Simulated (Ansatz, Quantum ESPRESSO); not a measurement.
This is a calculation of WC (Qusongite) for Ansatz 0.2.0. Atoms were shifted at random by some hundredths of an Å from the given cell, which wasn't relaxed again for these runs. 

File input.yaml:

```yaml
crystal:
  lattice:
    - [2.9065, 0.0, 0.0]
    - [-1.45325, 2.5171028361, 0.0]
    - [0.0, 0.0, 2.8366]
  atoms:
    - { symbol: W, position: [0.005945, 0.006678, 0.019474] }
    - { symbol: C, position: [0.682089, 0.324848, 0.51994] }
hamiltonian:
  xc: pbesol
  pseudopotentials: { kind: paw }
kpoints:
  mp_grid: { grid: [10, 10, 9] }
scf:
  occupations: { method: fermi_dirac, width: 0.05 }
output:
  forces: true
  stress: true
  eigenvalues: true
```

Potentials or basis: Ansatz PAW.

The run is started by

```sh
$ ansatz run input.yaml --threads 1 --pin off --max-ram 3584MiB --backend cpu --events-out ev --progress --plain --runs-dir out
```

Task: Translate it to Quantum ESPRESSO 7.5. Potentials or basis there: GBRV 1.5 PBEsol, cutoff 762 eV.

Result: As run (cutoffs and basis follow the program's own potentials, and thresholds, step limits or extra output files can differ):

The input pw.in:

```
&CONTROL
  calculation = 'scf'
  prefix = 'pwscf'
  outdir = './tmp'
  pseudo_dir = './pseudo'
  tprnfor = .true.
  tstress = .true.
  disk_io = 'nowf'
/
&SYSTEM
  ibrav = 0
  nat = 2
  ntyp = 2
  ecutwfc = 56
  ecutrho = 448
  nbnd = 15
  occupations = 'smearing'
  smearing = 'fd'
  degauss = 0.00367493
/
&ELECTRONS
  conv_thr = 4d-10
  electron_maxstep = 120
  mixing_beta = 0.5
/
ATOMIC_SPECIES
W    183.8400 w_pbesol_v1.2.uspp.F.UPF
C     12.0110 c_pbesol_v1.2.uspp.F.UPF
CELL_PARAMETERS angstrom
   2.9065000000    0.0000000000    0.0000000000
  -1.4532500000    2.5171028361    0.0000000000
   0.0000000000    0.0000000000    2.8366000000
ATOMIC_POSITIONS crystal
W      0.0059450000    0.0066780000    0.0194740000
C      0.6820890000    0.3248480000    0.5199400000
K_POINTS automatic
10 10 9 0 0 0
```

Potentials or basis: GBRV 1.5 PBEsol.

Launch:

```bash
$ OMP_NUM_THREADS=1 mpirun -n 2 pw.x -nk 2 -in pw.in > pw.out
```

Both were run:

|  | Ansatz | Quantum ESPRESSO |
| --- | --- | --- |
| Pressure | -2.8 GPa | -1.9 GPa |
| Largest force | 1.026 eV/Å | 1.036 eV/Å |
| Energy over the undisturbed cell | 16.0 meV/atom | 16.1 meV/atom |

Ansatz's pressure holds a Pulay term of +0.30 GPa for its cutoff of 420 eV, which the other run lacks.

Ansatz's potentials were made for PBE.

Where Ansatz's input types no cutoff or centring, it takes its own default and a Γ-centred mesh.

Pressure is positive in compression.
